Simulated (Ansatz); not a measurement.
Input, command and steps of an Ansatz relaxation.

```yaml
crystal:
  lattice:
    - [-2.9581888379, 2.9581888379, 2.7231814862]
    - [2.9581888379, -2.9581888379, 2.7231814862]
    - [2.9579110767, 2.9579110767, -2.7231814862]
  atoms:
    - { symbol: Cu, position: [0.0063375514, -0.0082266992, -0.010919844] }
    - { symbol: Cu, position: [0.000444235, 0.0064915919, 0.497622477] }
    - { symbol: Cu, position: [-0.0172573955, 0.4973068552, -0.010919844] }
    - { symbol: Cu, position: [0.0063425252, 0.5209067758, 0.5182186047] }
    - { symbol: Cu, position: [0.5125184953, 0.0064711384, 0.0096762837] }
    - { symbol: Cu, position: [0.4971782419, -0.008869115, 0.497622477] }
    - { symbol: Cu, position: [0.4971577884, 0.5032051453, 0.0096762837] }
    - { symbol: Cu, position: [0.5118760795, 0.4973118289, 0.5182186047] }
    - { symbol: H, position: [0.1268246902, 0.3768246902, 0.2536493804] }
basis:
  ecutwfc: 500
kpoints:
  mp_grid: { grid: [8, 8, 8] }
hamiltonian:
  xc: r2scan
scf:
  occupations: { method: gaussian, width: 0.1 }
output:
  forces: true
  stress: true
  eigenvalues: true
relax:
  adjacent_minimum: "off"
  f_tol: 0.025
  max_steps: 70
  cell: { stress_tol: 0.12 }
```

```bash
ansatz run input.yaml --threads 2 --pin off --max-ram 5120MiB --backend cpu --events-out ev --progress --plain --runs-dir out
```

These are results of Ansatz, DFT r2SCAN, scalar-relativistic, plane waves, PAW, not measurements.

Of 19 frames 10 are shown, positions in Å and forces in eV/Å; the SCF threshold varies from step to step. Steps run on the plane waves of an earlier cell, with a Pulay correction in the pressure. The basis is chosen afresh for the last frame, the zero of the energies, and at times for earlier ones too; energy and pressure step there, also at an unchanged geometry. Here that happened at step 14 (-6 meV/atom, 1.0 GPa); the frames before carry an error of that size. The mark taken_back stands on steps that the optimiser undid.

```xyz
9
Lattice="-2.9582 2.9582 2.7232 2.9582 -2.9582 2.7232 2.9579 2.9579 -2.7232" Properties=species:S:1:pos:R:3:forces:R:3 pbc="T T T" step=1 free_energy_over_end_meV_per_atom=29.59 pressure_GPa=0.03
Cu   -0.0754    0.0108    0.0246    0.0014    0.0005   -0.0020
Cu    1.4898    1.4540   -1.3362   -0.0007   -0.0075   -0.0014
Cu    1.4899   -1.5545    1.3370    0.0005    0.0014    0.0020
Cu    3.0550    0.0107    0.0246   -0.0014   -0.0005   -0.0020
Cu   -1.4684    1.5256    1.3870    0.0007    0.0075   -0.0014
Cu   -0.0251    2.9689   -0.0254   -0.0075   -0.0007    0.0014
Cu    0.0465    0.0107    2.6978    0.0075    0.0007    0.0014
Cu    1.4898    1.5759    1.3370   -0.0005   -0.0014    0.0020
H     1.4898    0.0107    0.6808    0.0000    0.0000    0.0000
9
Lattice="-2.9120 2.9120 2.7908 2.9120 -2.9120 2.7908 2.9105 2.9105 -2.7908" Properties=species:S:1:pos:R:3:forces:R:3 pbc="T T T" step=3 free_energy_over_end_meV_per_atom=28.58 pressure_GPa=1.14
Cu   -0.0881    0.0103    0.0367   -0.0134    0.0058    0.0205
Cu    1.4664    1.4185   -1.3529   -0.0063   -0.0425   -0.0234
Cu    1.4663   -1.5441    1.3587    0.0058   -0.0134   -0.0205
Cu    3.0206    0.0102    0.0367    0.0134   -0.0058    0.0205
Cu   -1.4458    1.5140    1.4379    0.0063    0.0425   -0.0234
Cu   -0.0375    2.9224   -0.0425   -0.0425   -0.0063    0.0234
Cu    0.0580    0.0102    2.7483    0.0425    0.0063    0.0234
Cu    1.4662    1.5646    1.3587   -0.0058    0.0134   -0.0205
H     1.4663    0.0103    0.6977    0.0000    0.0000    0.0000
9
Lattice="-2.7887 2.7887 3.0445 2.7887 -2.7887 3.0445 2.7905 2.7905 -3.0445" Properties=species:S:1:pos:R:3:forces:R:3 pbc="T T T" step=5 free_energy_over_end_meV_per_atom=25.67 pressure_GPa=1.21
Cu   -0.1512    0.0105    0.1036    0.1509   -0.0028   -0.0391
Cu    1.4054    1.2959   -1.4213    0.0026    0.0121    0.0669
Cu    1.4048   -1.5455    1.4187   -0.0028    0.1509    0.0391
Cu    2.9611    0.0108    0.1036   -0.1509    0.0028   -0.0391
Cu   -1.3841    1.5141    1.6232   -0.0026   -0.0121    0.0669
Cu   -0.0985    2.7997   -0.1009    0.0121    0.0026   -0.0669
Cu    0.1198    0.0102    2.9435   -0.0121   -0.0026   -0.0669
Cu    1.4052    1.5668    1.4187    0.0028   -0.1509    0.0391
H     1.4050    0.0106    0.7611    0.0000    0.0000    0.0000
9
Lattice="-2.7051 2.7051 3.2701 2.7051 -2.7051 3.2701 2.7052 2.7052 -3.2701" Properties=species:S:1:pos:R:3:forces:R:3 pbc="T T T" step=7 free_energy_over_end_meV_per_atom=25.78 pressure_GPa=0.09 taken_back
Cu   -0.1261    0.0101    0.0986   -0.1290   -0.0034   -0.2521
Cu    1.3620    1.2595   -1.5278    0.0046    0.1296   -0.1500
Cu    1.3627   -1.4786    1.5365   -0.0034   -0.1290    0.2521
Cu    2.8510    0.0097    0.0986    0.1290    0.0034   -0.2521
Cu   -1.3422    1.4653    1.7424   -0.0046   -0.1296   -0.1500
Cu   -0.0930    2.7146   -0.1073    0.1296    0.0046    0.1500
Cu    0.1128    0.0103    3.1628   -0.1296   -0.0046    0.1500
Cu    1.3622    1.4984    1.5365    0.0034    0.1290    0.2521
H     1.3624    0.0099    0.8175    0.0000    0.0000    0.0000
9
Lattice="-2.7052 2.7052 3.2687 2.7052 -2.7052 3.2687 2.7048 2.7048 -3.2687" Properties=species:S:1:pos:R:3:forces:R:3 pbc="T T T" step=9 free_energy_over_end_meV_per_atom=18.92 pressure_GPa=0.14
Cu   -0.0991    0.0098    0.0371    0.0439    0.0010   -0.0360
Cu    1.3622    1.3057   -1.5821   -0.0005    0.0221   -0.0171
Cu    1.3624   -1.4517    1.5972    0.0010    0.0439    0.0360
Cu    2.8239    0.0098    0.0371   -0.0439   -0.0010   -0.0360
Cu   -1.3427    1.4190    1.6867    0.0005   -0.0221   -0.0171
Cu   -0.0469    2.7149   -0.0523    0.0221   -0.0005    0.0171
Cu    0.0664    0.0099    3.2164   -0.0221    0.0005    0.0171
Cu    1.3624    1.4713    1.5972   -0.0010   -0.0439    0.0360
H     1.3624    0.0098    0.8172    0.0000    0.0000    0.0000
9
Lattice="-2.6099 2.6099 3.5011 2.6099 -2.6099 3.5011 2.6085 2.6085 -3.5011" Properties=species:S:1:pos:R:3:forces:R:3 pbc="T T T" step=11 free_energy_over_end_meV_per_atom=12.30 pressure_GPa=-0.60
Cu   -0.0600    0.0094   -0.0250    0.1257    0.0010    0.0541
Cu    1.3135    1.3008   -1.7466    0.0010    0.0179    0.0263
Cu    1.3143   -1.3649    1.7756    0.0010    0.1257   -0.0541
Cu    2.6882    0.0090   -0.0250   -0.1257   -0.0010    0.0541
Cu   -1.2952    1.3274    1.7545   -0.0010   -0.0179    0.0263
Cu   -0.0041    2.6185   -0.0039    0.0179    0.0010   -0.0263
Cu    0.0225    0.0098    3.4971   -0.0179   -0.0010   -0.0263
Cu    1.3139    1.3833    1.7756   -0.0010   -0.1257   -0.0541
H     1.3141    0.0092    0.8753    0.0000    0.0000    0.0000
9
Lattice="-2.6196 2.6196 3.4679 2.6196 -2.6196 3.4679 2.6194 2.6194 -3.4679" Properties=species:S:1:pos:R:3:forces:R:3 pbc="T T T" step=13 free_energy_over_end_meV_per_atom=11.65 pressure_GPa=-0.02
Cu   -0.0532    0.0096   -0.0233   -0.0003   -0.0001   -0.0006
Cu    1.3192    1.3086   -1.7293    0.0002    0.0003    0.0000
Cu    1.3194   -1.3630    1.7573   -0.0001   -0.0003    0.0006
Cu    2.6919    0.0095   -0.0233    0.0003    0.0001   -0.0006
Cu   -1.3002    1.3301    1.7386   -0.0002   -0.0003    0.0000
Cu   -0.0012    2.6290   -0.0046    0.0003    0.0002    0.0000
Cu    0.0203    0.0096    3.4633   -0.0003   -0.0002    0.0000
Cu    1.3193    1.3821    1.7573    0.0001    0.0003    0.0006
H     1.3193    0.0095    0.8670    0.0000    0.0000    0.0000
9
Lattice="-2.5928 2.5928 3.5507 2.5928 -2.5928 3.5507 2.5928 2.5928 -3.5507" Properties=species:S:1:pos:R:3:forces:R:3 pbc="T T T" step=15 free_energy_over_end_meV_per_atom=1.45 pressure_GPa=0.35
Cu   -0.0479    0.0095   -0.0306   -0.0078   -0.0008   -0.0037
Cu    1.3058    1.2985   -1.7746    0.0010    0.0060   -0.0024
Cu    1.3059   -1.3443    1.8060   -0.0008   -0.0078    0.0037
Cu    2.6596    0.0094   -0.0306    0.0078    0.0008   -0.0037
Cu   -1.2868    1.3132    1.7761   -0.0010   -0.0060   -0.0024
Cu    0.0021    2.6022   -0.0007    0.0060    0.0010    0.0024
Cu    0.0168    0.0096    3.5500   -0.0060   -0.0010    0.0024
Cu    1.3058    1.3633    1.8060    0.0008    0.0078    0.0037
H     1.3059    0.0095    0.8877    0.0000    0.0000    0.0000
9
Lattice="-2.5713 2.5713 3.6167 2.5713 -2.5713 3.6167 2.5713 2.5713 -3.6167" Properties=species:S:1:pos:R:3:forces:R:3 pbc="T T T" step=17 free_energy_over_end_meV_per_atom=0.15 pressure_GPa=0.04
Cu   -0.0447    0.0093   -0.0363   -0.0001    0.0008    0.0014
Cu    1.2952    1.2904   -1.8100   -0.0010    0.0002   -0.0053
Cu    1.2950   -1.3303    1.8446    0.0008   -0.0001   -0.0014
Cu    2.6348    0.0094   -0.0363    0.0001   -0.0008    0.0014
Cu   -1.2764    1.2997    1.8067    0.0010   -0.0002   -0.0053
Cu    0.0047    2.5808    0.0017    0.0002   -0.0010    0.0053
Cu    0.0141    0.0093    3.6184   -0.0002    0.0010    0.0053
Cu    1.2951    1.3491    1.8446   -0.0008    0.0001   -0.0014
H     1.2950    0.0094    0.9042    0.0000    0.0000    0.0000
9
Lattice="-2.5677 2.5677 3.6277 2.5677 -2.5677 3.6277 2.5677 2.5677 -3.6277" Properties=species:S:1:pos:R:3:forces:R:3 pbc="T T T" step=19 free_energy_over_end_meV_per_atom=0.00 pressure_GPa=0.01
Cu   -0.0439    0.0094   -0.0373    0.0003    0.0000   -0.0007
Cu    1.2932    1.2891   -1.8167    0.0001    0.0002    0.0010
Cu    1.2932   -1.3278    1.8511    0.0000    0.0003    0.0007
Cu    2.6304    0.0094   -0.0373   -0.0003    0.0000   -0.0007
Cu   -1.2745    1.2974    1.8109   -0.0001   -0.0002    0.0010
Cu    0.0052    2.5771    0.0029    0.0002    0.0001   -0.0010
Cu    0.0136    0.0094    3.6306   -0.0002   -0.0001   -0.0010
Cu    1.2932    1.3465    1.8511    0.0000   -0.0003    0.0007
H     1.2932    0.0094    0.9069    0.0000    0.0000    0.0000
```

Time: 15 min on 2 threads of Intel(R) Xeon(R) 6975P-C (Granite Rapids), with other jobs on the host, peak memory 1.2 GiB.